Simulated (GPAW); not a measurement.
# Cu (Fm-3m) in GPAW: a series of runs

The runs below take Cu through single point, with PBEsol, RPBE, PBE.

All numbers are computed with GPAW 26.7.0; they aren't measurements. Logs are shortened: lines on timing, memory, paths and dates and some standing lists are left out, and cuts for length are marked. The log counts tension as positive stress, the text compression.

## 1. The structure

The structure is cubic, space group Fm-3m (No. 225). Conventional cell: a = 3.615 Å, b = 3.615 Å, c = 3.615 Å, α = 90.00°, β = 90.00°, γ = 90.00°. Cu (site symmetry m-3m) is surrounded by 12 Cu at 2.56 Å.

## 2. Single point, PBEsol

run.py

```python
from ase.dft.bandgap import bandgap
from ase.io import read, write
from ase.units import Bohr, GPa
from gpaw import GPAW, PW, setup_paths
from gpaw.elf import elf_from_dft_calculation

setup_paths.insert(0, '.')

atoms = read('Cu.xyz')

calc = GPAW(mode=PW(600),
            xc='PBEsol',
            kpts={'size': (13, 13, 13), 'gamma': True},
            occupations={'name': 'methfessel-paxton', 'order': 0, 'width': 0.1},
            nbands=14,
            convergence={'density': 1e-05, 'energy': 1e-05},
            maxiter=150,
            txt='gpaw.txt')
atoms.calc = calc
energy = atoms.get_potential_energy()
forces = atoms.get_forces()
stress = atoms.get_stress()
calc.write('gs.gpw')
write('result.traj', atoms)
print(f'Energy: {energy:.6f} eV')
print('Forces (eV/A):')
print(forces.round(4))
print('Stress (GPa):', (stress / GPa).round(3))
print('Fermi level:', round(calc.get_fermi_level(), 4), 'eV')
print(f'Gap: {bandgap(calc)[0]:.4f} eV, direct: {bandgap(calc, direct=True)[0]:.4f} eV')

# fields on the real-space grid
write('density.cube', atoms, data=calc.get_pseudo_density() * Bohr**3)
write('potential.cube', atoms, data=calc.get_electrostatic_potential())
write('elf.cube', atoms, data=elf_from_dft_calculation(calc).data)
```

Cu.xyz

```xyz
1
Lattice="0.0000000000 1.8075000000 1.8075000000 1.8075000000 0.0000000000 1.8075000000 1.8075000000 1.8075000000 0.0000000000" Properties=species:S:1:pos:R:3 pbc="T T T"
Cu     0.0000000000      0.0000000000      0.0000000000
```

Potentials or basis: PAW data sets generated in the run's folder for this functional, pw.

Launch:

```
$ gpaw-setup -f PBEsol Cu
$ OMP_NUM_THREADS=1 python run.py
```

gpaw.txt:

```text
__  _  _
 | _ |_)|_||  |
 |__||  | ||/\| - 26.7.0

Input parameters:
  mode=PW(ecut=600.0),
  convergence={'density': 1e-05, 'energy': 1e-05},
  kpts=MonkhorstPack(size=(13, 13, 13), gamma=True),
  maxiter=150,
  nbands=14,
  occupations=Occupations(name='methfessel-paxton', order=0, width=0.1),
  xc=XC(name='PBEsol')

Diagonalizing LCAO Hamiltonian
Converting LCAO to pw mode

       Cu

Atoms  # Å, Bohr magnetons
|   | symbol |        x |        y |        z |    initial magnetic moments |
|---|--------|----------|----------|----------|-----------------------------|
| 0 |     Cu | 0.000000 | 0.000000 | 0.000000 | ( 0.0000,  0.0000,  0.0000) |

Unit cell  # Å
| periodic |        x |        y |        z |  lengths |    angles |
|----------|----------|----------|----------|----------|-----------|
|      yes | 0.000000 | 1.807500 | 1.807500 | 2.556191 | 60.000000 |
|      yes | 1.807500 | 0.000000 | 1.807500 | 2.556191 | 60.000000 |
|      yes | 1.807500 | 1.807500 | 0.000000 | 2.556191 | 60.000000 |

Number of symmetries: 48
Symmetry operations  # r_c * U_cc + t_c -> r_c
|    | kind |            matrix            |
|----|------|------------------------------|
|  0 |  σ   |  1, 0, 0,  1, 0,-1,  1,-1, 0 |
|  1 |  C2  |  1, 0, 0,  1,-1, 0,  1, 0,-1 |
|  2 |  E   |  1, 0, 0,  0, 1, 0,  0, 0, 1 |
|  3 |  σ   |  1, 0, 0,  0, 0, 1,  0, 1, 0 |
|  4 |  C4  |  1, 0,-1,  1, 0, 0,  1,-1, 0 |
|  5 |  S6  |  1, 0,-1,  1,-1, 0,  1, 0, 0 |
|  6 |  σ   |  1, 0,-1,  0, 1,-1,  0, 0,-1 |
|  7 |  C3  |  1, 0,-1,  0, 0,-1,  0, 1,-1 |
|  8 |  S6  |  1,-1, 0,  1, 0, 0,  1, 0,-1 |
|  9 |  C4  |  1,-1, 0,  1, 0,-1,  1, 0, 0 |
| 10 |  C3  |  1,-1, 0,  0,-1, 1,  0,-1, 0 |
| 11 |  σ   |  1,-1, 0,  0,-1, 0,  0,-1, 1 |
| 12 |  σ   |  0, 1, 0,  1, 0, 0,  0, 0, 1 |
| 13 |  C4  |  0, 1, 0,  0, 1,-1, -1, 1, 0 |
| 14 |  C3  |  0, 1, 0,  0, 0, 1,  1, 0, 0 |
| 15 |  S6  |  0, 1, 0, -1, 1, 0,  0, 1,-1 |
| 16 |  C2  |  0, 1,-1,  1, 0,-1,  0, 0,-1 |
| 17 |  σ   |  0, 1,-1,  0, 1, 0, -1, 1, 0 |
| 18 |  S4  |  0, 1,-1,  0, 0,-1,  1, 0,-1 |
| 19 |  C4  |  0, 1,-1, -1, 1, 0,  0, 1, 0 |
| 20 |  C3  |  0, 0, 1,  1, 0, 0,  0, 1, 0 |
| 21 |  σ   |  0, 0, 1,  0, 1, 0,  1, 0, 0 |
| 22 |  S6  |  0, 0, 1,  0,-1, 1, -1, 0, 1 |
| 23 |  C4  |  0, 0, 1, -1, 0, 1,  0,-1, 1 |
| 24 |  S4  |  0, 0,-1,  1, 0,-1,  0, 1,-1 |
| 25 |  C3  |  0, 0,-1,  0, 1,-1,  1, 0,-1 |
| 26 |  C2  |  0, 0,-1,  0,-1, 0, -1, 0, 0 |
| 27 |  S6  |  0, 0,-1, -1, 0, 0,  0,-1, 0 |
| 28 |  S4  |  0,-1, 1,  1,-1, 0,  0,-1, 0 |
| 29 |  C4  |  0,-1, 1,  0, 0, 1, -1, 0, 1 |
| 30 |  C2  |  0,-1, 1,  0,-1, 0,  1,-1, 0 |
| 31 |  σ   |  0,-1, 1, -1, 0, 1,  0, 0, 1 |
| 32 |  C3  |  0,-1, 0,  1,-1, 0,  0,-1, 1 |
| 33 |  S6  |  0,-1, 0,  0, 0,-1, -1, 0, 0 |
| 34 |  S4  |  0,-1, 0,  0,-1, 1,  1,-1, 0 |
| 35 |  C2  |  0,-1, 0, -1, 0, 0,  0, 0,-1 |
| 36 |  C2  | -1, 1, 0,  0, 1, 0,  0, 1,-1 |
| 37 |  S6  | -1, 1, 0,  0, 1,-1,  0, 1, 0 |
| 38 |  S4  | -1, 1, 0, -1, 0, 1, -1, 0, 0 |
| 39 |  C3  | -1, 1, 0, -1, 0, 0, -1, 0, 1 |
| 40 |  S6  | -1, 0, 1,  0, 0, 1,  0,-1, 1 |
| 41 |  C2  | -1, 0, 1,  0,-1, 1,  0, 0, 1 |
| 42 |  C3  | -1, 0, 1, -1, 1, 0, -1, 0, 0 |
| 43 |  S4  | -1, 0, 1, -1, 0, 0, -1, 1, 0 |
| 44 |  C2  | -1, 0, 0,  0, 0,-1,  0,-1, 0 |
| 45 |  i   | -1, 0, 0,  0,-1, 0,  0, 0,-1 |
| 46 |  σ   | -1, 0, 0, -1, 1, 0, -1, 0, 1 |
| 47 |  C2  | -1, 0, 0, -1, 0, 1, -1, 1, 0 |

BZ-sampling:
  Number of BZ points: 2197
  Number of IBZ points: 84

  Monkhorst-Pack size: [13, 13, 13]
  Monkhorst-Pack shift: [0, 0, 0]

K-points  # in reciprocal-cell coordinates
|     |                                coordinates |     weight |
|-----|--------------------------------------------|------------|
|   0 | (  0.00000000,   0.00000000,   0.00000000) | 0.00045517 |
|   1 | (  0.07692308,   0.07692308,   0.00000000) | 0.00273100 |
|   2 | (  0.07692308,   0.07692308,   0.07692308) | 0.00364133 |
|   3 | (  0.15384615,   0.07692308,   0.07692308) | 0.00546199 |
|   4 | (  0.15384615,   0.15384615,   0.00000000) | 0.00273100 |
|   5 | (  0.15384615,   0.15384615,   0.07692308) | 0.01092399 |
|   6 | (  0.15384615,   0.15384615,   0.15384615) | 0.00364133 |
|   7 | (  0.23076923,   0.15384615,   0.07692308) | 0.01092399 |
|   8 | (  0.23076923,   0.15384615,   0.15384615) | 0.01092399 |
|   9 | (  0.23076923,   0.23076923,   0.00000000) | 0.00273100 |
| ... |                                            |            |
|  83 | (  0.46153846,   0.46153846,   0.46153846) | 0.00364133 |

Plane wave coefficients: 411
Cutoff: 600.0 eV

Spin-components: 1 (collinear spins)
Bands:           14
Projectors:      6
Spin-degeneracy: 2
Datatype:        complex128

Parallelization:
  kpt:    1
  domain: 1
  band:   1

Density:
  Valence electrons: 11.0
  Components: 1
  Grid points: [15 15 15]
  Charge: 0.0  # |e|

Potential:
  Grid points: [15 15 15]

species:
  Cu:
    name:    Copper
    Z:       29.0
    valence: 11
    core:    18
    charge:  0.0  # [|e|]
    compensation charges:
      type: gauss
      rc: 0.33  # [Å]
      lmax: 2
    cutoffs:
      filter: 2.06  # [Å]
      core: 2.43  # [Å]
    projectors
    | kind |    occ | energy [eV] | rcut [Å] |
    |------|--------|-------------|----------|
    |   4s |  1.000 |      -4.607 |    1.164 |
    |   4p |  0.000 |      -0.637 |    1.164 |
    |   3d | 10.000 |      -5.060 |    1.058 |
    |    s |        |      22.604 |    1.164 |
    |    p |        |      26.574 |    1.164 |
    |    d |        |      22.151 |    1.058 |

    Using partial waves for Cu as LCAO basis

Reference energy: -44984.480490  # eV

eigensolver:
  PPCG
  Converge bands: occupied
  niter=2

density mixing:
  MSR1-Mixer
  Pratt-step length: 0.05
  Maximum mixing coefficient: 0.75
  Old densities: 10
  SVD Regularization: 0.005
  Good broyden scale: 1.0
  Trust region scale: 1.0
  Backstep threshold: 4.0
  History deletion threshold: 6.0
  Fourier metric: weight=20.0, sigma=0.015

occupation numbers:
  Methfessel-Paxton:
    width: 0.1000  # eV
    order: 0

poisson solver:
  ecut: 4800.0  # eV

xc functional:
  name: PBEsol with 2 nearest neighbor stencil

convergence criteria:
- Maximum integral of absolute [dens]ity change: 1e-05 electrons / valence electron
- Maximum [total energy] change in last 3 cyles: 1e-05 eV / valence electron
- Maximum integral of absolute [eigenst]ate change: 4e-08 eV^2 / valence electron
maximum number of iterations: 150

SCF iterations
|iter     | |      energy | eigst |  dens |
|---------|-|-------------|-------|-------|
|iter:   1| |   -5.269206 | -0.40 |       |
|iter:   2| |   -4.862011 | -2.98 | -0.87 |
|iter:   3| |   -4.245191 | -1.94 | -0.98 |
|iter:   4| |   -4.235322 | -4.03 | -1.81 |
|iter:   5| |   -4.227900 | -3.65 | -1.95 |
|iter:   6| |   -4.227913 | -6.53 | -3.54 |
|iter:   7| |   -4.227916c| -6.22 | -3.69 |
|iter:   8| |   -4.227916c| -8.83c| -4.42 |
|iter:   9| |   -4.227916c| -7.87c| -4.96 |
|iter:  10| |   -4.227916c| -8.96c| -5.61c|

Converged in 10 steps
Energy contributions relative to reference atoms: (reference = -44984.480490)

Energy contributions:
  Kinetic:         -14.549237
  Coulomb:          11.642426
  Zero:              0.057383
  External:          0.000000
  Xc:               -1.377622
  Entropy:          -0.001733
  Spinorbit:         0.000000
  ----------------------------
  Free energy:      -4.228783
  Extrapolated:     -4.227916

dipole moment: (-7.899500, -7.899500, -7.899500)  # |e|*Ang

Fermi level: 8.035
Eigenvalues  # (at kpt = [0.000, 0.000, 0.000])
| band index |      eig [eV] | occ [0-2] |
|------------|---------------|-----------|
|          0 |        -1.547 |     2.000 |
|          1 |         4.832 |     2.000 |
|          2 |         4.832 |     2.000 |
|          3 |         4.832 |     2.000 |
|          4 |         5.660 |     2.000 |
|          5 |         5.660 |     2.000 |
|          6 |        30.906 |     0.000 |
|          7 |        33.250 |     0.000 |
|          8 |        33.250 |     0.000 |
|          9 |        33.250 |     0.000 |
|         10 |        35.455 |     0.000 |
|         11 |        35.455 |     0.000 |
|         12 |        35.455 |     0.000 |
|         13 |        39.367 |     0.000 |

No gap
No difference between direct/indirect transitions

Forces  # eV/Ang
|       x |        y |       z |
|---------|----------|---------|
| 0.00000 | -0.00000 | 0.00000 |  # Cu   0

Stress tensor  # eV/Ang^3
|         x |         y |        z |
|-----------|-----------|----------|
|  0.029605 | -0.000000 | 0.000000 |
| -0.000000 |  0.029605 | 0.000000 |
|  0.000000 |  0.000000 | 0.029605 |

# Writing to gs.gpw (mode='')
```

Run time: 15 s. Hardware: 1 thread of Arm Neoverse V1, shared host; peak memory 0.16 GiB.

Results:

```
Free energy            : -4.2288 eV
Pressure               : -4.7 GPa
Band gap on the k mesh : none (metal or under the smearing width)
```

Caveat: with this Cu data set, volumes or pressures lay over 1.5 % or 2 GPa off other programs in two to four cells of ten.

## 3. Single point, RPBE

run.py

```python
from ase.dft.bandgap import bandgap
from ase.io import read, write
from ase.units import GPa
from gpaw import GPAW, PW

atoms = read('Cu.xyz')

calc = GPAW(mode=PW(600),
            xc='RPBE',
            kpts={'size': (13, 13, 13), 'gamma': True},
            occupations={'name': 'methfessel-paxton', 'order': 0, 'width': 0.02},
            nbands=14,
            convergence={'density': 1e-05, 'energy': 1e-05},
            maxiter=150,
            txt='gpaw.txt')
atoms.calc = calc
energy = atoms.get_potential_energy()
forces = atoms.get_forces()
stress = atoms.get_stress()
calc.write('gs.gpw')
write('result.traj', atoms)
print(f'Energy: {energy:.6f} eV')
print('Forces (eV/A):')
print(forces.round(4))
print('Stress (GPa):', (stress / GPa).round(3))
print('Fermi level:', round(calc.get_fermi_level(), 4), 'eV')
print(f'Gap: {bandgap(calc)[0]:.4f} eV, direct: {bandgap(calc, direct=True)[0]:.4f} eV')
```

Cu.xyz is that of step 2.

Potentials or basis: the program's PAW data sets (release 1.2.1) made for this functional, pw.

Launch:

```
$ OMP_NUM_THREADS=1 python run.py
```

Wall time 11 s (1 thread of Arm Neoverse V1, shared host); peak memory 0.16 GiB.

The run converged. Its results:

| Quantity | Value |
| --- | --- |
| Free energy | -3.1752 eV |
| Pressure | 8.3 GPa |
| Band gap on the k mesh | none (metal or under the smearing width) |

Levels at points of the mesh, in eV from the Fermi level:
| k point | band 4 | band 5 | band 6 | band 7 | band 8 | band 9 |
| --- | --- | --- | --- | --- | --- | --- |
| (0.00, 0.00, 0.00) | -3.23 | -2.42 | -2.42 | 22.63 | 25.19 | 25.19 |

Caveat: with this Cu data set, volumes or pressures lay over 1.5 % or 2 GPa off other programs in two to four cells of ten.

## 4. Single point, PBE

run.py, as its differences from that of step 3:

```diff
@@ -5,8 +5,8 @@
 
-atoms = read('Cu.xyz')
+atoms = read('POSCAR')
 
 calc = GPAW(mode=PW(600),
-            xc='RPBE',
+            xc='PBE',
             kpts={'size': (13, 13, 13), 'gamma': True},
-            occupations={'name': 'methfessel-paxton', 'order': 0, 'width': 0.02},
+            occupations={'name': 'methfessel-paxton', 'order': 0, 'width': 0.011},
             nbands=14,
```

POSCAR

```
Cu
1.0
    0.0000000000      1.8075000000      1.8075000000
    1.8075000000      0.0000000000      1.8075000000
    1.8075000000      1.8075000000      0.0000000000
Cu
1
Direct
    0.0000000000      0.0000000000      0.0000000000
```

Potentials or basis: GPAW PAW data sets (gpaw-data 1.2.1), pw.

Launch:

```
$ OMP_NUM_THREADS=1 python run.py
```

Wall time 10 s (1 thread of Arm Neoverse V1, shared host); peak memory 0.15 GiB.

It converged, with:

```
Free energy            : -3.6724 eV
Pressure               : 3.1 GPa
Band gap on the k mesh : none (metal or under the smearing width)
```

Levels at points of the mesh, in eV from the Fermi level:
```
           k point  band 4  band 5  band 6  band 7  band 8  band 9
(0.00, 0.00, 0.00)   -3.23   -2.41   -2.41   22.79   25.20   25.20
```

Caveat: with this Cu data set, volumes or pressures lay over 1.5 % or 2 GPa off other programs in two to four cells of ten.

## 5. Overview

| level | potentials or basis | smearing | gap on the mesh (eV) | pressure (GPa) |
| --- | --- | --- | --- | --- |
| PBEsol | PAW data sets generated in the run's folder for this functional, pw | gaussian 0.1 eV | none | -4.7 |
| RPBE | the program's PAW data sets (release 1.2.1) made for this functional, pw | gaussian 0.02 eV | none | 8.3 |
| PBE | GPAW PAW data sets (gpaw-data 1.2.1), pw | gaussian 0.011 eV | none | 3.1 |

Alike in all rows: task single point; no spin polarisation; cell as given; k mesh 13 × 13 × 13; cutoff (eV) 600.

Caveats: with this Cu data set, volumes or pressures lay over 1.5 % or 2 GPa off other programs in two to four cells of ten.

Total energies depend on the potentials used, so only differences within one code and one set of settings carry meaning.
